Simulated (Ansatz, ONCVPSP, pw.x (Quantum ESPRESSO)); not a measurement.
Equation-of-state test of one ONCV potential (ruthenium)

```json
{
 "Element": "ruthenium (Ru)",
 "Generator": "ONCVPSP 4.0.1.1 (patched build)",
 "Type": "optimised norm-conserving Vanderbilt (ONCV)",
 "Functional": "PBEsol",
 "Relativity": "scalar-relativistic",
 "Frozen core": "[Ar] 3d10",
 "Valence charge": "16",
 "Reference configuration": "4s2 4p6 4d7 5s1",
 "Partial waves": "4s+5s: rc 2.02 bohr, ncon 4, nbas 7, qcut 8.6 1/bohr, 2 projectors; 4p: rc 1.60 bohr, ncon 5, nbas 9, qcut 11.1 1/bohr, 1 projector; 4d: rc 1.72 bohr, ncon 4, nbas 8, qcut 7.2 1/bohr, 1 projector",
 "Local potential": "polynomial inside 1.36 bohr (lpopt 5, dvloc0 3 Ha)",
 "Core correction": "none"
}
```

Crystal test: fcc Ru in pw.x 7.5, no spin, 15³ k-points, Fermi–Dirac smearing 0.01 Ry, cutoffs 105/420 Ry. The reference is all-electron LAPW (Ansatz 0.2.0) with the same functional, mesh and smearing; V0 and B0 come from Birch–Murnaghan fits to the pressures at five volumes. Errors are pseudo minus all-electron; Δ is the rms difference of the E(V) curves that follow from these fits, minima aligned, over ±6 % about the mean V0. Mesh and smearing are coarse, so the numbers serve the comparison and aren't converged zero-temperature values; the lattice is a test structure that the element need not adopt.

All-electron: a0 = 3.770 Å (V0 = 13.40 Å³/atom), B0 = 338.1 GPa.

Problem. How far does the potential miss the all-electron equation of state?

Solution. mean pressure error (GPa): -5.23; a0 (Å): 3.751; a0 error (%): -0.50; B0 error (%): +5.7; Δ (meV/atom): 15.2. This is a poor potential for the solid.

| V (Å³/atom) | P all-electron (GPa) | P pseudo (GPa) |
| --- | --- | --- |
| 12.682 | 21.13 | 15.60 |
| 13.016 | 10.45 | 5.06 |
| 13.350 | 1.19 | -4.04 |
| 13.684 | -6.81 | -11.91 |
| 14.018 | -13.74 | -18.66 |

Problem. At the middle volume, how do free energy and pressure move when the wave cutoff is lowered (ecutrho kept at four times it)?

Solution.

| cutoff (Ry) | shift of F (meV/atom) | shift of P (GPa) |
| --- | --- | --- |
| 47 | +2577.5 | -63.40 |
| 63 | +667.2 | -34.71 |
| 84 | +45.9 | -4.44 |

The run at the middle volume (120 k-points, 10 iterations) took about 96 s on one core of a shared host (Neoverse-N1, 64 threads, 124 GiB, load 61).
